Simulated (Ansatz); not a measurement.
# BaS (Fm-3m): converging the G0W0 gap

How do accuracy and time trade against each other in G0W0 on BaS (Fm-3m)?

Program: Ansatz 0.2.0. Level of theory: G0W0 on PBE, plane waves, PAW; PAW set soft_1. Results are calculated unless marked as measured.

**1. The starting structure**

Symmetry: Fm-3m, No. 225, cubic system. The conventional cell has a = 6.388 Å, b = 6.388 Å, c = 6.388 Å, α = 90.00°, β = 90.00°, γ = 90.00°. Nearest to Ba lie 6 S at 3.19 Å. S has 6 Ba at 3.19 Å nearest. Farther neighbours and most contacts between anions are not listed.

The cell and positions come from the Crystallography Open Database and are kept as given unless a step says otherwise. Spin-orbit coupling is left out unless a step names it.

**2. 68 empty bands, screening to 60 eV**

Now the one-shot GW correction: screening in the RPA, then the self-energy of the levels asked for. This step takes PAW set soft_1 files.

Input file input.yaml:

```yaml
crystal:
  lattice:
    - [0.0, 3.19375, 3.19375]
    - [3.19375, 0.0, 3.19375]
    - [3.19375, 3.19375, 0.0]
  atoms:
    - { symbol: Ba, position: [0.0, 0.0, 0.0] }
    - { symbol: S, position: [0.5, 0.5, 0.5] }
kpoints:
  mp_grid: { grid: [4, 4, 4] }
hamiltonian:
  xc: pbe
  pseudopotentials: { kind: paw, azcp: { folder: soft_1 } }
scf:
  occupations: { method: fixed }
gw:
  n_empty_bands: 68
  ecut_chi: 60
  qp_bands: [v2, c2]
  qp_kpoints: band_edges
  screening: { model: contour_deformation }
```

On the command line:

```console
$ ansatz run input.yaml --threads 24 --pin off --max-ram 82944MiB --backend cuda --events-out ev --progress --plain --runs-dir out --devices 1 --max-vram 78GiB
```

Numbers of over 12 decimals in the logs are rounded to 6 here.

Output:

```text
GPUs: using 1 of 1 available (devices: 1).
Engine: ansatz 0.2.0, aarch64-unknown-linux-gnu
Pseudopotentials: kind: paw
Pseudopotential: Ba, paw, valence charge 10, recommended cutoff 420 eV (normal), soft_1/Ba.paw.azcp
Pseudopotential: S, paw, valence charge 6, recommended cutoff 420 eV (normal), soft_1/S.paw.azcp
Functional definition: PBE
  parameter kappa = 0.804
  parameter beta = 0.066725
  exchange = pbe_x(kappa = kappa, mu = beta*pi^2/3)
  correlation = pbe_c(beta = beta)
device memory: the entry about to start is reckoned to put 2.0 GiB on a device that reports 182.5 GiB free (of which the cap on the GPU budget leaves the run 78.0 GiB)
GPU FFT provider: cuFFT
GPU libraries: cuBLAS 13.8.1, cuFFT 12.4.0, cuSOLVER 12.3.2
GPU matrix products: emulated (plane waves: as basis.precision tells), large ones in fixed point in workspaces of 1.00 GiB
Crystal: 2 atoms, lattice volume = 65.153 Å³
Basis set: ecut = 420 eV, 1243 PW (Γ)
Bands: 12, of which v1, the nominal top of the filled ones, is band 8 counted from 1 (7 counted from 0)
Symmetry: 48 space group operations
Space group: Fm-3m (ITA 225), of the structure as read, at distance tolerance 4.0e-5 Å
k-points: 8 of 64
Non-local potential: Ba, projectors of the file, l = 0: 3, l = 1: 2, l = 2: 2, l = 3: 2
Non-local potential: S, projectors of the file, l = 0: 2, l = 1: 2, l = 2: 1
PAW form: soft (Blöchl's): semilocal exchange-correlation on the pseudo side does not see the compensation charge
PAW one-centre angular grid: Ba, 194 points (default); XC on 64 Gauss nodes
PAW one-centre angular grid: S, 110 points (default); XC on 64 Gauss nodes
Initial density: superposition of atomic densities (chi_scale 0.1, normalization cell, long waves kept (reshape's long-wave potential 0.00 eV rms))
Initial wavefunctions: pseudopotential atomic-orbital guess
GPU buffer pool allocated for 32768 grid points (all kernels)
GPU transforms: local potential and band sums: pruned to the plane-wave sphere, on 30×32×32
Functional: x = pbe(κ = 0.804, μ = 0.219515), c = pbe(β = 0.066725)
SCF iter   1: F=—  HF=-6856.108006 eV  |F-HF|=—  |Δ(HF+E_count)|=         —  Δρ=2.16e-2  dr2=4.94e-1  ethr=3.10e-3  ⟨swp⟩=5.5  Hψ=562  notcnv=0  defer=10
preconditioner: auto → none  [insulator: Δε(μ)=1.834 eV  Ē_g=11.949 eV  n_scr=14 (ndim 8)  ℏωp=17.2 eV  f_vac=0.000  ε∞_Penn≈3.1]
SCF iter   2: F=—  HF=-6856.002730 eV  |F-HF|=—  |Δ(HF+E_count)|=   1.05e-1  Δρ=8.94e-3  dr2=9.05e-2  ethr=3.08e-3  ⟨swp⟩=3.9  Hψ=253  notcnv=0  defer=13
SCF iter   3: F=—  HF=-6856.012124 eV  |F-HF|=—  |Δ(HF+E_count)|=   9.39e-3  Δρ=4.85e-3  dr2=1.70e-2  ethr=5.66e-4  ⟨swp⟩=2.0  Hψ=140  notcnv=0  defer=12
SCF iter   4: F=—  HF=-6856.016046 eV  |F-HF|=—  |Δ(HF+E_count)|=   3.92e-3  Δρ=9.22e-4  dr2=9.00e-4  ethr=1.06e-4  ⟨swp⟩=2.4  Hψ=143  notcnv=0  defer=12
SCF iter   5: F=—  HF=-6856.016626 eV  |F-HF|=—  |Δ(HF+E_count)|=   5.81e-4  Δρ=1.25e-4  dr2=7.59e-6  ethr=5.62e-6  ⟨swp⟩=3.1  Hψ=165  notcnv=0  defer=13
SCF iter   6: F=—  HF=-6856.016641 eV  |F-HF|=—  |Δ(HF+E_count)|=   1.46e-5  Δρ=2.31e-5  dr2=7.00e-7  ethr=4.74e-8  ⟨swp⟩=2.1  Hψ=157  notcnv=0  defer=8
SCF iter   7: F=-6856.016641 eV  HF=-6856.016641 eV  |F-HF|=1.12e-9  |Δ(HF+E_count)|=   2.56e-7  Δρ=1.85e-6  dr2=2.37e-9  ethr=6.25e-10  ⟨swp⟩=6.6  Hψ=635  notcnv=0
SCF 1 converged in 7 iterations: F = -6856.016641 eV  dr2 = 2.37e-9
  greatest PAW one-centre occupation: 0.955 electrons in one spin orbital (limit 2), on the Ba atom at site 0 (counted from 0), in its partial waves of l = 0
device memory: the entry about to start is reckoned to put 3.1 GiB on a device that reports 182.5 GiB free (of which the cap on the GPU budget leaves the run 78.0 GiB)
NSCF: frozen V_eff on 8 k-points
the band table was solved once the SCF had ended and its energy, with any forces and stress, was formed, with the checks that follow a solve (687 applications of the Hamiltonian). They found nothing against the state; the energy, forces and stress were not computed again (output.eigenvalues in the input reference)
device memory: the entry about to start is reckoned to put 5.1 GiB on a device that reports 182.4 GiB free (of which the cap on the GPU budget leaves the run 78.0 GiB)
NSCF: frozen V_eff on 8 k-points
G₀W₀ screening: q 1/8
[... further progress lines ...]
device memory: the entry about to start is reckoned to put 0.3 GiB on a device that reports 177.0 GiB free (of which the cap on the GPU budget leaves the run 78.0 GiB)
NSCF: frozen V_eff on 1 k-points
SCF converged after 7 iterations
Free energy (F): -6856.016641 eV
Harris-Foulkes:  -6856.016641 eV  (|F-HF|=1.12e-9)
Internal energy: -6856.016641 eV  (E = F + TS)
E sigma→0 (E₀):  -6856.016641 eV
Fermi energy:    5.808615 eV
--- Per-component energies (eV) ---
  E_band       = -50.682005
  E_kinetic    = 265.806732
  E_local      = -433.921119  (includes V_loc(G=0)·N_el)
  E_nonlocal   = 127.501678
  E_hartree    = 126.813224
  E_xc         = -288.117870
  E_vxc        = -212.088604  (∫ρ·V_xc dr)
  E_paw        = -5803.861720  (= ΣΔE_a)
  E_vpaw       = -51.606486  (= ΣTr[D̂ρ^β])
  E_aug_tail   = -0.000002  (compensation charges beyond the density's cutoff)
  E_ewald      = -850.237565
  E_smearing   = -0.000000  (= −TS)
  E_closure    = -0.000000  (closes the sum)
  Σ components = -6856.016641   (vs F -6856.016641, Δ=0.00e0)
--- Band table (eV; the first three rows and the last of 8) ---
  k-point 0: bands = [... 4 lower, -4.4796, 5.8086, 5.8086, 5.8086, 9.4954, 9.7703, 9.7703, 9.7703]
  k-point 1: bands = [... 4 lower, -3.6884, 4.7127, 5.2296, 5.2296, 9.9301, 10.6110, 10.6110, 11.2753]
  k-point 2: bands = [... 4 lower, -3.2288, 3.9527, 4.7957, 4.7957, 11.3587, 11.4422, 12.2154, 12.2154]
  k-point 7: bands = [... 4 lower, -3.8362, 4.7503, 5.3850, 5.3850, 10.1022, 10.1022, 12.1710, 12.7256]
--- G₀W₀: contour deformation, 6 samples at zero and on the imaginary axis and 2 off it, 64 q-points, 68 empty bands' worth ---
  eigenvalues of the whole cell's RPA ε∞ on this k-mesh (on a slab, of 1 + 4πα/V) = 4.6607, 4.6607, 4.6607; static W/v taken at q = 0 is 0.214560
  bands read: the sum over 76 bands ends inside a degenerate multiplet in 3 slots, whose members it reads at an even weight; the widest, k=0: bands 76 to 77 (counted from 1) at 1/2 each
  gw.qp_kpoints: band_edges: 6 of 8 stored k-points solved, in 1 pass; an edge of the gap read off the rows below is read off those points alone
    valence top: of the k-points left out ik 1 came nearest to being solved in a further pass, in band 8 (counted from 1, as in the quasiparticle table): it holds the edge there only if its correction is more favourable than any solved in that band by at least 0.579 eV; those differ by 0.115 eV
    conduction bottom: of the k-points left out ik 4 came nearest to being solved in a further pass, in band 9 (counted from 1, as in the quasiparticle table): it holds the edge there only if its correction is more favourable than any solved in that band by at least 1.213 eV; those differ by 0.322 eV
    ik  band        ε_KS         Σx   Σc(E_QP)       V_xc       Z   E_QP_lin       E_QP  E_QP is
     0     7      5.8086   -17.6004     2.4670   -14.5689  0.7571     5.2383     5.2441  root
     0     8      5.8086   -17.6004     2.4670   -14.5689  0.7571     5.2383     5.2441  root
     0     9      9.4954    -5.5856    -3.6243    -9.6112  0.8076     9.8992     9.8967  root
     0    10      9.7703    -5.4150    -3.8085    -9.9499  0.7999    10.5064    10.4967  root
     2     7      4.7957   -16.7367     2.7055   -13.3514  0.7442     4.1049     4.1160  root
     2     8      4.7957   -16.7367     2.7055   -13.3514  0.7442     4.1049     4.1160  root
     2     9     11.3587    -4.9556    -3.8992    -9.4392  0.7874    11.9491    11.9431  root
     2    10     11.4422    -6.9739    -4.1542   -11.9418  0.7652    12.2764    12.2559  root
     3     7      5.6681   -17.4671     2.4807   -14.3919  0.7572     5.0670     5.0737  root
     3     8      5.6681   -17.4671     2.4807   -14.3919  0.7572     5.0670     5.0737  root
     3     9      8.6845    -4.8924    -3.5737    -9.0141  0.8065     9.2372     9.2325  root
     3    10     10.5844    -6.0577    -3.8104   -10.4866  0.7992    11.2097    11.2028  root
     5     7      4.8727   -16.8856     2.7008   -13.5161  0.7450     4.1935     4.2040  root
     5     8      5.4097   -17.0748     2.4791   -13.9519  0.7577     4.7576     4.7659  root
     5     9     10.3040    -5.9686    -3.8338   -10.5260  0.7897    11.0388    11.0275  root
     5    10     11.1467    -5.7185    -4.2174   -10.8212  0.7844    12.0492    12.0319  root
     6     7      5.7035   -17.7308     2.5151   -14.6213  0.7576     5.1025     5.1092  root
     6     8      5.7035   -17.7308     2.5151   -14.6213  0.7576     5.1025     5.1092  root
     6     9      8.0106    -4.7777    -3.4104    -8.6547  0.8096     8.4802     8.4772  root
     6    10     11.8299    -7.4755    -3.9750   -12.5904  0.7937    12.9963    12.9698  root
     7     7      5.3850   -17.2865     2.5296   -14.0996  0.7581     4.7190     4.7277  root
     7     8      5.3850   -17.2865     2.5296   -14.0996  0.7581     4.7190     4.7277  root
     7     9     10.1022    -5.7881    -3.8212   -10.3166  0.7897    10.8174    10.8095  root
     7    10     10.1022    -5.7881    -3.8212   -10.3166  0.7897    10.8174    10.8095  root
```

Elapsed: 1.6 s, on 1 × NVIDIA GB200 (shared by 2 runs) with 24 threads of Arm Neoverse V2, shared host; peak memory 1.2 GiB.

Reading the cycles: dr2 is the Hartree energy of the density residual (eV), the measure of convergence; HF is the Harris–Foulkes estimate of the energy, which meets the free energy F at convergence.

This step gave:

| Item | Value |
| --- | --- |
| bands summed | 76 |
| RPA ε∞ on this mesh (eigenvalues) | 4.661, 4.661, 4.661 |
| plane waves in the screening matrix | 65 |
| q-points in the mesh | 64 |
| G0W0 gap on the mesh | 3.233 eV |
| k of the valence top | 0, 0, 0 |
| k of the conduction bottom | 0, -0.5, -0.5 |
| starting gap on the mesh | 2.202 eV |
| Z at the valence top | 0.7571 |
| Z at the conduction bottom | 0.8096 |
| least direct G0W0 gap on the computed points | 3.368 eV |

The gap on the mesh goes from 2.20 eV to 3.23 eV, a correction of +1.03 eV. Between the two edge states, bare exchange in place of the xc potential would open the gap by 6.91 eV, and correlation takes back 5.88 eV.

**3. 194 empty bands, screening to 120 eV**

Bands and screening cutoff are moved together, since each hides the error of the other.

Changes to input.yaml since step 2:

```diff
@@ -16,4 +16,4 @@
 gw:
-  n_empty_bands: 68
-  ecut_chi: 60
+  n_empty_bands: 194
+  ecut_chi: 120
   qp_bands: [v2, c2]
```

Output:

```text
GPUs: using 1 of 1 available (devices: 1).
[...]
GPU FFT provider: cuFFT
GPU libraries: cuBLAS 13.8.1, cuFFT 12.4.0, cuSOLVER 12.3.2
[...]
Crystal: 2 atoms, lattice volume = 65.153 Å³
Basis set: ecut = 420 eV, 1243 PW (Γ)
Bands: 12, of which v1, the nominal top of the filled ones, is band 8 counted from 1 (7 counted from 0)
Symmetry: 48 space group operations
[...]
k-points: 8 of 64
[...]
GPU buffer pool allocated for 32768 grid points (all kernels)
[...]
SCF iter   1: F=—  HF=-6856.108006 eV  |F-HF|=—  |Δ(HF+E_count)|=         —  Δρ=2.16e-2  dr2=4.94e-1  ethr=3.10e-3  ⟨swp⟩=5.5  Hψ=562  notcnv=0  defer=10
[...]
SCF iter   7: F=-6856.016641 eV  HF=-6856.016641 eV  |F-HF|=1.12e-9  |Δ(HF+E_count)|=   2.56e-7  Δρ=1.85e-6  dr2=2.37e-9  ethr=6.25e-10  ⟨swp⟩=6.6  Hψ=635  notcnv=0
SCF 1 converged in 7 iterations: F = -6856.016641 eV  dr2 = 2.37e-9
[...]
NSCF: frozen V_eff on 8 k-points
[...]
G₀W₀ screening: q 1/8
[... further progress lines ...]
[...]
SCF converged after 7 iterations
Free energy (F): -6856.016641 eV
[...]
Internal energy: -6856.016641 eV  (E = F + TS)
E sigma→0 (E₀):  -6856.016641 eV
Fermi energy:    5.808615 eV
[...]
--- Band table (eV; the first three rows and the last of 8) ---
  k-point 0: bands = [... 4 lower, -4.4796, 5.8086, 5.8086, 5.8086, 9.4954, 9.7703, 9.7703, 9.7703]
  k-point 1: bands = [... 4 lower, -3.6884, 4.7127, 5.2296, 5.2296, 9.9301, 10.6110, 10.6110, 11.2753]
  k-point 2: bands = [... 4 lower, -3.2288, 3.9527, 4.7957, 4.7957, 11.3587, 11.4422, 12.2154, 12.2154]
  k-point 7: bands = [... 4 lower, -3.8362, 4.7503, 5.3850, 5.3850, 10.1022, 10.1022, 12.1710, 12.7256]
[...]
0     7      5.8086   -17.6004     2.1359   -14.5689  0.7516     4.8973     4.9132  root
     0     8      5.8086   -17.6004     2.1359   -14.5689  0.7516     4.8973     4.9132  root
     0     9      9.4954    -5.5856    -3.7715    -9.6112  0.8057     9.7505     9.7495  root
     0    10      9.7703    -5.4150    -4.0077    -9.9499  0.7979    10.3023    10.2975  root
     2     7      4.7957   -16.7367     2.4265   -13.3514  0.7397     3.8133     3.8369  root
     2     8      4.7957   -16.7367     2.4265   -13.3514  0.7397     3.8133     3.8369  root
     2     9     11.3587    -4.9556    -4.0606    -9.4392  0.7856    11.7837    11.7817  root
     2    10     11.4422    -6.9739    -4.4135   -11.9418  0.7622    12.0045    11.9966  root
[...]
7     7      5.3850   -17.2865     2.2283   -14.0996  0.7531     4.4066     4.4264  root
     7     8      5.3850   -17.2865     2.2283   -14.0996  0.7531     4.4066     4.4264  root
     7     9     10.1022    -5.7881    -4.0316   -10.3166  0.7873    10.6019    10.5990  root
     7    10     10.1022    -5.7881    -4.0316   -10.3166  0.7873    10.6019    10.5990  root
```

The job ended after 2.2 s (1 × NVIDIA GB200 (shared by 2 runs) with 24 threads; peak memory 1.2 GiB).

Numbers from this step:

- bands summed: 202
- RPA ε∞ on this mesh (eigenvalues): 4.646, 4.646, 4.646
- plane waves in the screening matrix: 181
- q-points in the mesh: 64
- G0W0 gap on the mesh: 3.408 eV
- k of the valence top: 0, 0, 0
- k of the conduction bottom: 0, -0.5, -0.5
- starting gap on the mesh: 2.202 eV
- Z at the valence top: 0.7516
- Z at the conduction bottom: 0.8082
- least direct G0W0 gap on the computed points: 3.538 eV

Against the run with 4×4×4 mesh, 68 empty bands, screening to 60 eV, PAW set soft_1 files, the gap moves by +0.17 eV.

**4. 418 empty bands, screening to 200 eV**

Changes to input.yaml since step 3:

```diff
@@ -16,4 +16,4 @@
 gw:
-  n_empty_bands: 194
-  ecut_chi: 120
+  n_empty_bands: 418
+  ecut_chi: 200.0
   qp_bands: [v2, c2]
```

Output:

```text
GPUs: using 1 of 1 available (devices: 1).
[...]
GPU FFT provider: cuFFT
GPU libraries: cuBLAS 13.8.1, cuFFT 12.4.0, cuSOLVER 12.3.2
[...]
Crystal: 2 atoms, lattice volume = 65.153 Å³
Basis set: ecut = 420 eV, 1243 PW (Γ)
Bands: 12, of which v1, the nominal top of the filled ones, is band 8 counted from 1 (7 counted from 0)
Symmetry: 48 space group operations
[...]
k-points: 8 of 64
[...]
2    10     11.4422    -6.9739    -4.5253   -11.9418  0.7603    11.8898    11.8848  root
[...]
7     7      5.3850   -17.2865     2.0823   -14.0996  0.7521     4.2530     4.2803  root
     7     8      5.3850   -17.2865     2.0823   -14.0996  0.7521     4.2530     4.2803  root
     7     9     10.1022    -5.7881    -4.1115   -10.3166  0.7869    10.5210    10.5191  root
     7    10     10.1022    -5.7881    -4.1115   -10.3166  0.7869    10.5210    10.5191  root
[key lines of the parts left out:]
SCF converged after 7 iterations
Free energy (F): -6856.016641 eV
Fermi energy:    5.808615 eV
```

Wall time 2.6 s (1 × NVIDIA GB200 (shared by 2 runs) with 24 threads); peak memory 1.5 GiB; 7.8 s of CPU time.

This step gave:

| Item | Value |
| --- | --- |
| bands summed | 426 |
| RPA ε∞ on this mesh (eigenvalues) | 4.644, 4.644, 4.644 |
| plane waves in the screening matrix | 411 |
| G0W0 gap on the mesh | 3.516 eV |
| k of the valence top | 0, 0, 0 |
| k of the conduction bottom | 0, -0.5, -0.5 |
| starting gap on the mesh | 2.202 eV |
| least direct G0W0 gap on the computed points | 3.644 eV |

Against the run with 4×4×4 mesh, 194 empty bands, screening to 120 eV, PAW set soft_1 files, the gap moves by +0.11 eV.

[end of part 1 of 2]

[Paths, hosts, dates, memory and timing lines, banners, echoed tables and standing remarks are left out of the program output.]

[Logs are printed without paths, hosts, clocks, repeated set-up lines and the standing remarks that a program may print on its own settings, such as how far it seeks lower states.]

[Runs of the session that timed out or met a known fault of the program may be left out.]

[Cells called generated may have been cut or substituted from an entry of the Crystallography Open Database or the Materials Project.]

[Hosts, paths, dates, database ids (printed as entryN), source tags and the programs' standing remarks are cut or masked in the printed files.]
